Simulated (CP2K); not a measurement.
# CdSe (Fm-3m) in CP2K: notebook, part 3 of 3

CP2K 2026.2. Earlier steps stand in the parts before.

### Step 4. Band structure, LDA

cdse_bands.inp

```
&GLOBAL
  PROJECT cdse_bands
  RUN_TYPE ENERGY_FORCE
  PRINT_LEVEL LOW
&END GLOBAL
&FORCE_EVAL
  METHOD QS
  STRESS_TENSOR ANALYTICAL
  &DFT
    BASIS_SET_FILE_NAME BASIS_MOLOPT_UZH
    POTENTIAL_FILE_NAME GTH_POTENTIALS
    &MGRID
      CUTOFF 450
      REL_CUTOFF 60
      NGRIDS 5
    &END MGRID
    &QS
      METHOD GPW
      EPS_DEFAULT 1.0E-9
    &END QS
    &KPOINTS
      SCHEME MONKHORST-PACK 8 8 8
      GAMMA_CENTERED T
      SYMMETRY T
      SYMMETRY_BACKEND SPGLIB
    &END KPOINTS
    &SCF
      SCF_GUESS ATOMIC
      EPS_SCF 1.0E-6
      MAX_SCF 100
      ADDED_MOS 10
      CHOLESKY OFF
      EPS_EIGVAL 1.0E-7
      &DIAGONALIZATION ON
        ALGORITHM STANDARD
      &END DIAGONALIZATION
      &MIXING ON
        METHOD BROYDEN_MIXING
        ALPHA 0.4
        BETA 1.5
        NBUFFER 8
      &END MIXING
      &SMEAR ON
        METHOD FERMI_DIRAC
        ELECTRONIC_TEMPERATURE 116.05
      &END SMEAR
    &END SCF
    &XC
      &XC_FUNCTIONAL
        &LDA_X
        &END LDA_X
        &LDA_C_PW
        &END LDA_C_PW
      &END XC_FUNCTIONAL
    &END XC
    &PRINT
      &KPOINTS ON
      &END KPOINTS
      &MULLIKEN ON
      &END MULLIKEN
      &MO ON
        ENERGIES T
        OCCUPATION_NUMBERS T
        &EACH
          QS_SCF 0
        &END EACH
        ADD_LAST NUMERIC
      &END MO
      &BAND_STRUCTURE
        FILE_NAME bands.bs
        ADDED_MOS 2
        &KPOINT_SET
          UNITS B_VECTOR
          NPOINTS 10
          SPECIAL_POINT GAMMA 0.00000000 0.00000000 0.00000000
          SPECIAL_POINT X 0.50000000 0.00000000 0.50000000
          SPECIAL_POINT W 0.50000000 0.25000000 0.75000000
          SPECIAL_POINT K 0.37500000 0.37500000 0.75000000
          SPECIAL_POINT GAMMA 0.00000000 0.00000000 0.00000000
          SPECIAL_POINT L 0.50000000 0.50000000 0.50000000
          SPECIAL_POINT U 0.62500000 0.25000000 0.62500000
          SPECIAL_POINT W 0.50000000 0.25000000 0.75000000
          SPECIAL_POINT L 0.50000000 0.50000000 0.50000000
          SPECIAL_POINT K 0.37500000 0.37500000 0.75000000
        &END KPOINT_SET
        &KPOINT_SET
          UNITS B_VECTOR
          NPOINTS 10
          SPECIAL_POINT U 0.62500000 0.25000000 0.62500000
          SPECIAL_POINT X 0.50000000 0.00000000 0.50000000
        &END KPOINT_SET
      &END BAND_STRUCTURE
    &END PRINT
  &END DFT
  &SUBSYS
    &CELL
      ABC 4.0643903813 4.0643903813 4.0643903813
      ALPHA_BETA_GAMMA 60.0000000001 60.0000000008 60.0000000006
      PERIODIC XYZ
    &END CELL
    &COORD
      SCALED
      Cd  0.0000000000 0.0000000000 0.0000000000
      Se  0.5000000000 0.5000000000 0.5000000000
    &END COORD
    &KIND Cd
      BASIS_SET TZVP-MOLOPT-PBE-GTH-q12
      POTENTIAL GTH-PADE-q12
    &END KIND
    &KIND Se
      BASIS_SET TZVP-MOLOPT-PBE-GTH-q6
      POTENTIAL GTH-PADE-q6
    &END KIND
    &PRINT
      &ATOMIC_COORDINATES ON
      &END ATOMIC_COORDINATES
      &CELL ON
      &END CELL
    &END PRINT
  &END SUBSYS
  &PRINT
    &FORCES ON
    &END FORCES
    &STRESS_TENSOR ON
    &END STRESS_TENSOR
  &END PRINT
&END FORCE_EVAL
```

Potentials or basis: GTH_POTENTIALS Cd GTH-PADE-q12, Se GTH-PADE-q6; TZVP-MOLOPT-PBE-GTH basis.

Launch:

```sh
$ OMP_NUM_THREADS=1 cp2k.psmp -i cdse_bands.inp -o cdse_bands.out
```

cdse_bands.out:

```text

 CP2K| version string:                                       CP2K version 2026.2
 CP2K| Input file name                                            cdse_bands.inp

 GLOBAL| Force Environment number                                              1
 GLOBAL| Basis set file name                                    BASIS_MOLOPT_UZH
 GLOBAL| Potential file name                                      GTH_POTENTIALS
 GLOBAL| MM Potential file name                                     MM_POTENTIAL
 GLOBAL| Coordinate file name                                      __STD_INPUT__
 GLOBAL| Method name                                                        CP2K
 GLOBAL| Project name                                                 cdse_bands
 GLOBAL| Run type                                                   ENERGY_FORCE
 GLOBAL| FFT library                                                       FFTW3
[... 8 lines left out ...]
 GLOBAL| CPU model name                                                  UNKNOWN

 CELL| Volume [angstrom^3]:                                            47.475686
 CELL| Vector a [angstrom]:       4.064     0.000     0.000   |a| =     4.064390
 CELL| Vector b [angstrom]:       2.032     3.520     0.000   |b| =     4.064390
 CELL| Vector c [angstrom]:       2.032     1.173     3.319   |c| =     4.064390
 CELL| Angle (b,c), alpha [degree]:                                    60.000000
 CELL| Angle (a,c), beta  [degree]:                                    60.000000
 CELL| Angle (a,b), gamma [degree]:                                    60.000000
 CELL| Numerically orthorhombic:                                              NO
 CELL| Periodicity                                                           XYZ

 CELL_REF| Volume [angstrom^3]:                                        47.475686
 CELL_REF| Vector a [angstrom     4.064     0.000     0.000   |a| =     4.064390
 CELL_REF| Vector b [angstrom     2.032     3.520     0.000   |b| =     4.064390
 CELL_REF| Vector c [angstrom     2.032     1.173     3.319   |c| =     4.064390
 CELL_REF| Angle (b,c), alpha [degree]:                                60.000000
 CELL_REF| Angle (a,c), beta  [degree]:                                60.000000
 CELL_REF| Angle (a,b), gamma [degree]:                                60.000000
 CELL_REF| Numerically orthorhombic:                                          NO
 CELL_REF| Periodicity                                                       XYZ
[... 10 lines left out ...]

  Total number of            - Atomic kinds:                                   2
                             - Atoms:                                          2
                             - Shell sets:                                     2
                             - Shells:                                        17
                             - Primitive Cartesian functions:                  9
                             - Cartesian basis functions:                     58
                             - Spherical basis functions:                     51

  Maximum angular momentum of- Orbital basis functions:                        3
                             - Local part of the GTH pseudopotential:          0
                             - Non-local part of the GTH pseudopotential:      4

 MODULE QUICKSTEP: ATOMIC COORDINATES IN ANGSTROM

   Atom Kind Element         X             Y             Z       Z(eff)     Mass
      1    1 Cd   48      0.000000      0.000000      0.000000  12.0000 112.4110
      2    2 Se   34      4.064390      2.346577      1.659280   6.0000  78.9600

 SCF PARAMETERS         Density guess:                                    ATOMIC
[... 9 lines left out ...]
                        --------------------------------------------------------
                        level_shift [a.u.]:                             0.000000
[... 64 lines left out ...]

 SCF WAVEFUNCTION OPTIMIZATION

  Step     Update method      Time    Convergence         Total energy    Change
  ------------------------------------------------------------------------------
     1 NoMix/Diag. 0.40E+00    1.7     1.38661800       -55.6626447840 -5.57E+01
     2 Broy./Diag. 0.40E+00    1.5     0.05442618       -55.8298523132 -1.67E-01
     3 Broy./Diag. 0.40E+00    1.5     0.11276175       -55.6786162874  1.51E-01
     4 Broy./Diag. 0.40E+00    1.6     0.01695211       -55.5994291668  7.92E-02
     5 Broy./Diag. 0.40E+00    1.6     0.00819116       -55.6153644493 -1.59E-02
     6 Broy./Diag. 0.40E+00    1.6     0.00381019       -55.6032804994  1.21E-02
     7 Broy./Diag. 0.40E+00    1.6     0.00099101       -55.5874289418  1.59E-02
     8 Broy./Diag. 0.40E+00    1.6     0.00031053       -55.5861860859  1.24E-03
     9 Broy./Diag. 0.40E+00    1.6     0.00010970       -55.5870064907 -8.20E-04
    10 Broy./Diag. 0.40E+00    1.6     0.00005136       -55.5871514297 -1.45E-04
    11 Broy./Diag. 0.40E+00    1.6     0.00000327       -55.5871195308  3.19E-05
    12 Broy./Diag. 0.40E+00    1.7     0.00000067       -55.5871191356  3.95E-07

  *** SCF run converged in    12 steps ***

  Electronic density on regular grids:        -17.9999999829        0.0000000171
  Core density on regular grids:               17.9999999757       -0.0000000243
  Total charge density on r-space grids:       -0.0000000072
  Total charge density g-space grids:          -0.0000000072

  Overlap energy of the core charge distribution:               0.00000000003551
  Self energy of the core charge distribution:                -93.77011901959501
  Core Hamiltonian energy:                                     28.27613866724452
  Hartree energy:                                              18.45987595815500
  Exchange-correlation energy:                                 -8.55299861283062
  Electronic entropic energy:                                  -0.00001612859581
  Fermi energy:                                                 0.16455739985687

  Total energy:                                               -55.58711913558188
  Total energy (extrapolated to T->0):                        -55.58711107128398

 MO| EIGENVALUES AND OCCUPATION NUMBERS FOR K POINT 1
 MO|
 MO|  Index      Eigenvalue [a.u.]        Eigenvalue [eV]             Occupation
 MO|      1              -0.285012              -7.755571               2.000000
 MO|      2              -0.134386              -3.656824               2.000000
 MO|      3              -0.134386              -3.656822               2.000000
 MO|      4              -0.130604              -3.553910               2.000000
 MO|      5              -0.122191              -3.324982               2.000000
 MO|      6              -0.122191              -3.324978               2.000000
[... 346 lines left out ...]
 MO|     18               0.770488              20.966046               0.000000
 MO|     19               0.867959              23.618373               0.000000
 MO| Sum:                                                              18.000000
 MO| E(Fermi):            0.164557 a.u.          4.477835 eV
 MO| Band gap:            0.139349 a.u.          3.791884 eV

 [... the levels of further k-points ...]

 !-----------------------------------------------------------------------------!
                     Mulliken Population Analysis

 #  Atom  Element  Kind  Atomic population                           Net charge
       1     Cd       1         12.246828                             -0.246828
       2     Se       2          5.753172                              0.246828
 # Total charge                             18.000000                  0.000000

 !-----------------------------------------------------------------------------!

 KPOINTS| Band Structure Calculation
 KPOINTS| Number of k-point sets                                               2
 KPOINTS| Number of added MOs/bands                                            2
 KPOINTS| Number of k-points in set    1                                      91
 KPOINTS| In units of b-vector [2pi/Bohr]
 KPOINTS| Special point     1       GAMMA     0.000000     0.000000     0.000000
 KPOINTS| Special point     2           X     0.500000     0.000000     0.500000
 KPOINTS| Special point     3           W     0.500000     0.250000     0.750000
 KPOINTS| Special point     4           K     0.375000     0.375000     0.750000
 KPOINTS| Special point     5       GAMMA     0.000000     0.000000     0.000000
 KPOINTS| Special point     6           L     0.500000     0.500000     0.500000
 KPOINTS| Special point     7           U     0.625000     0.250000     0.625000
 KPOINTS| Special point     8           W     0.500000     0.250000     0.750000
 KPOINTS| Special point     9           L     0.500000     0.500000     0.500000
 KPOINTS| Special point    10           K     0.375000     0.375000     0.750000
 KPOINTS| Number of k-points in set    2                                      11
 KPOINTS| In units of b-vector [2pi/Bohr]
 KPOINTS| Special point     1           U     0.625000     0.250000     0.625000
 KPOINTS| Special point     2           X     0.500000     0.000000     0.500000

 ENERGY| Total FORCE_EVAL ( QS ) energy [hartree]            -55.587118907340134

 FORCES| Atomic forces [hartree/bohr]
 FORCES|   Atom     x               y               z               |f|
 FORCES|      1  4.70027353E-16  6.63272195E-15  8.40213323E-15   1.07149321E-14
 FORCES|      2 -7.87119771E-14 -8.45406196E-14 -3.22304406E-14   1.19922863E-13
 FORCES| Sum    -7.82419498E-14 -7.79078977E-14 -2.38283074E-14
 FORCES| Total atomic force                                       1.12956768E-13

 STRESS| Analytical stress tensor [bar]
 STRESS|                        x                   y                   z
 STRESS|      x       -5.59812866598E+04   1.03871872795E-01   5.90484074198E-02
 STRESS|      y        1.03871872795E-01  -5.59822134873E+04   1.01391364953E-01
 STRESS|      z        5.90484074198E-02   1.01391364953E-01  -5.59841261581E+04
 STRESS| 1/3 Trace                                            -5.59825421018E+04
 STRESS| Determinant                                          -1.75451807172E+14

 STRESS| Eigenvectors and eigenvalues of the analytical stress tensor [bar]
 STRESS|                        1                   2                   3
 STRESS| Eigenvalues  -5.59841325251E+04  -5.59822203345E+04  -5.59812734456E+04
 STRESS|      x          -0.018829078121     -0.113511825127      0.993358208993
 STRESS|      y          -0.051735184272      0.992313984606      0.112411861758
 STRESS|      z           0.998483318101      0.049274958264      0.024556912727
```

It took 24 s on 1 thread of Arm Neoverse V1, shared host; peak memory 0.29 GiB.

Results:

```yaml
Free_energy: -1512.6024 eV
Pressure: -5.6 GPa
Band_gap_on_the_k_mesh: none (metal or under the smearing width)
Mulliken_charges: Cd -0.25; Se +0.25 e
```

Levels at the corners of the path, in eV from the Fermi level:
```csv
point,band 5,band 6,band 7,band 8,band 9,band 10,band 11,band 12,band 13,band 14
Γ,-7.92,-7.92,-0.65,-0.65,-0.65,-0.21,8.72,8.72,8.72,10.22
X,-7.73,-7.27,-4.16,-2.10,-2.10,-0.73,5.47,9.63,10.47,10.47
W,-7.73,-7.41,-3.20,-3.20,-3.16,2.76,5.74,7.35,7.35,12.27
K,-7.75,-7.47,-3.70,-3.62,-1.43,1.28,6.17,8.18,8.45,9.57
Γ,-7.92,-7.92,-0.65,-0.65,-0.65,-0.21,8.72,8.72,8.72,10.22
L,-7.78,-7.78,-5.04,-0.04,-0.04,2.91,5.28,5.28,5.73,11.31
U,-7.75,-7.47,-3.70,-3.62,-1.43,1.28,6.17,8.18,8.45,9.57
W,-7.73,-7.41,-3.20,-3.20,-3.16,2.76,5.74,7.35,7.35,12.27
L,-7.78,-7.78,-5.04,-0.04,-0.04,2.91,5.28,5.28,5.73,11.31
K,-7.75,-7.47,-3.70,-3.62,-1.43,1.28,6.17,8.18,8.45,9.57
U,-7.75,-7.47,-3.70,-3.62,-1.43,1.28,6.17,8.18,8.45,9.57
X,-7.73,-7.27,-4.16,-2.10,-2.10,-0.73,5.47,9.63,10.47,10.47
```

Caveat: Mulliken charges move with the basis; the basis of atomic orbitals isn't converged, which shifts pressures, moduli and gaps.

### Step 5. The runs side by side

```csv
level,potentials or basis,smearing,NGRIDS,points a segment of the path (NPOINTS),bands added on the path,gap on the mesh (eV),pressure (GPa)
PBE,"POTENTIAL_UZH Cd GTH-PBE-q12, Se GTH-PBE-q6; TZVP-MOLOPT-PBE-GTH basis",fermi-dirac 0.05 eV,4,6,2,none,0.1
PBE,"POTENTIAL_UZH Cd GTH-PBE-q12, Se GTH-PBE-q6; TZVP-MOLOPT-PBE-GTH basis",fermi-dirac 0.01 eV,4,10,4,none,0.1
LDA,"GTH_POTENTIALS Cd GTH-PADE-q12, Se GTH-PADE-q6; TZVP-MOLOPT-PBE-GTH basis",fermi-dirac 0.01 eV,5,10,2,none,-5.6
```

Alike in all rows: task band structure; no spin polarisation; cell as given; k mesh 8 × 8 × 8.

Caveats: the basis of atomic orbitals isn't converged, which shifts pressures, moduli and gaps.

Total energies depend on the potentials used, so only differences within one code and one set of settings carry meaning.
